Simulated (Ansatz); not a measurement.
# TiN: the cost of one run

Computed with Ansatz 0.2.0 (DFT LDA+U (U_eff = 7 eV on Ti d), plane waves, PAW, unless a step's input says otherwise).

1 further run of the same task is left out (it didn't finish). Runs told in other sessions of the task aren't counted.

## 1. The starting structure

The structure is cubic, space group Fm-3m (No. 225). The conventional cell has a = 4.490 Å, b = 4.490 Å, c = 4.490 Å, α = 90.00°, β = 90.00°, γ = 90.00°. Ti (site symmetry m-3m) is surrounded by 6 N at 2.24 Å. N (site symmetry m-3m) has 6 Ti at 2.24 Å in its first shell of neighbours.

Structure file:

```
Ti N
1.0
     0.00000    2.24477    2.24477
     2.24477    0.00000    2.24477
     4.48954    4.48954    0.00000
Ti N
2 2
Cartesian
  2.2448 2.2448 2.2448
  4.4895 4.4895 2.2448
  0.0000 0.0000 0.0000
  2.2448 2.2448 0.0000
```

An earlier series on this cell reached its lowest free state from «antiferromagnetic site moments held at first, then free», perhaps among other starts.

## 2. Total moment locked, 1.50 μB per cell

File input.yaml:

```yaml
crystal:
  lattice:
    - [0.0, 2.24476864, 2.24476864]
    - [2.24476864, 0.0, 2.24476864]
    - [4.48953728, 4.48953728, 0.0]
  atoms:
    - { symbol: Ti, position: [0.5, 0.5, 0.25], spin: 0.75 }
    - { symbol: "N", position: [0.0, 0.0, 0.0] }
    - { symbol: Ti, position: [0.5, 0.5, 0.75], spin: 0.75 }
    - { symbol: "N", position: [0.0, 0.0, 0.5] }
basis:
  ecutwfc: 420
  ecutrho_ratio: 4
kpoints:
  mp_grid: { grid: [7, 7, 7] }
hamiltonian:
  xc: lda
  hubbard:
    sites:
      - { site: 0, l: d, u_eff: 7.0, starting_ns: [{ spin: up, occupation_matrix: s0up }, { spin: down, occupation_matrix: s0down }] }
      - { site: 2, l: d, u_eff: 7.0, starting_ns: [{ spin: up, occupation_matrix: s2up }, { spin: down, occupation_matrix: s2down }] }
    occupation_matrices:
      s0up:
        matrix:
          - [0.02, 0.0, 0.0, 0.0, 0.0]
          - [0.0, 0.33594, 0.31648, 0.0, 0.31648]
          - [0.0, 0.31648, 0.33703, 0.0, 0.31703]
          - [0.0, 0.0, 0.0, 0.02, 0.0]
          - [0.0, 0.31648, 0.31703, 0.0, 0.33703]
      s0down:
        matrix:
          - [0.02, 0.0, 0.0, 0.0, 0.0]
          - [0.0, 0.02, 0.0, 0.0, 0.0]
          - [0.0, 0.0, 0.02, 0.0, 0.0]
          - [0.0, 0.0, 0.0, 0.02, 0.0]
          - [0.0, 0.0, 0.0, 0.0, 0.02]
      s2up:
        matrix:
          - [0.02, 0.0, 0.0, 0.0, 0.0]
          - [0.0, 0.33594, 0.31648, 0.0, 0.31648]
          - [0.0, 0.31648, 0.33703, 0.0, 0.31703]
          - [0.0, 0.0, 0.0, 0.02, 0.0]
          - [0.0, 0.31648, 0.31703, 0.0, 0.33703]
      s2down:
        matrix:
          - [0.02, 0.0, 0.0, 0.0, 0.0]
          - [0.0, 0.02, 0.0, 0.0, 0.0]
          - [0.0, 0.0, 0.02, 0.0, 0.0]
          - [0.0, 0.0, 0.0, 0.02, 0.0]
          - [0.0, 0.0, 0.0, 0.0, 0.02]
    ns_hold: { iters: 8 }
scf:
  occupations: { method: gaussian, width: 0.05 }
  lower_state_search: "off"
  max_iter: 150
output:
  forces: true
  stress: true
  eigenvalues: true
  populations: true
  hubbard: { sites: [{ site: 0, l: d }, { site: 2, l: d }] }
magnetization:
  spin_polarized: true
  initial_magnetization: 1.5
  spin_locking: { lock_magnetization: hard }
```

The typed matrices are held for 8 cycles. The lock stays on to the end, so the result is a constrained state unless its moments die out.

On the command line:

```bash
$ ansatz run input.yaml --threads 2 --pin off --max-ram 3072MiB --backend cpu --events-out ev --progress --plain --runs-dir out
```

Q: Estimate wall time and peak memory on 2 threads of Arm Neoverse N1, shared host.

About 31 s, with a peak of 0.5 GiB.
